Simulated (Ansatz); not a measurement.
# AgCl: the cost of one run

Computed with Ansatz 0.2.0 (DFT PBEsol, scalar-relativistic, unless a step's input says otherwise).

## (1) The system as given

The structure is orthorhombic, space group Cmcm (No. 63). The conventional cell has a = 3.742 Å, b = 11.113 Å, c = 3.924 Å, α = 90.00°, β = 90.00°, γ = 90.00°. Ag (site symmetry m2m) has 5 Cl at 2.73 to 2.91 Å and 2 Ag at 3.02 Å as nearest neighbours. Cl (site symmetry m2m) has 5 Ag at 2.73 to 2.91 Å as nearest neighbours.

As a file:

```
CELL_PARAMETERS angstrom
1.87091 -5.55660 0.00000
1.87091 5.55660 0.00000
0.00000 0.00000 3.92404
ATOMIC_POSITIONS crystal
Ag 0.39656 0.60344 0.75000
Ag 0.60344 0.39656 0.25000
Cl 0.86545 0.13455 0.25000
Cl 0.13455 0.86545 0.75000
```

Atoms are numbered in the order of the input: Ag1, Ag2, Cl3, Cl4.

## (2) After the deformation

Space group Cmcm before, P-1 after.

## (3) All-electron LAPW

File input.yaml:

```yaml
crystal:
  lattice:
    - [1.9264756554, -5.5753043328, 0.0368568553]
    - [1.8153437506, 5.5378861388, -0.0742750494]
    - [-0.0392403735, -0.0392403735, 3.92403735]
  atoms:
    - { symbol: Ag, position: [0.3965554, 0.6034446, 0.75] }
    - { symbol: Ag, position: [0.6034446, 0.3965554, 0.25] }
    - { symbol: Cl, position: [0.86544873, 0.13455127, 0.25] }
    - { symbol: Cl, position: [0.13455127, 0.86544873, 0.75] }
kpoints:
  mp_grid: { grid: [9, 9, 8] }
  band_path:
    path:
      - [0.0, 0.0, 0.0]
      - [0.0, 0.0, 0.5]
      - [-0.5, 0.0, 0.0]
      - [0.0, 0.0, 0.0]
      - [0.5, -0.5, 0.0]
      - [0.0, -0.5, 0.5]
      - [0.0, 0.0, 0.0]
      - [0.0, -0.5, 0.0]
      - [0.5, -0.5, 0.5]
    npoints: 5
scf:
  occupations: { method: fermi_dirac, width: 0.03 }
hamiltonian:
  xc: pbesol
  pseudopotentials: { kind: all_electron, lapw: { basis_error: 0.001 } }
output:
  forces: true
  stress: true
  eigenvalues: true
```

Command:

```console
$ ansatz run input.yaml --threads 1 --pin off --max-ram 6144MiB --backend cpu --events-out ev --progress --plain --runs-dir out
```

What time and memory should one allow on 1 thread of Intel Xeon 6975P-C (Granite Rapids), shared host?

About 1.8 min, with a peak of 1.7 GiB.
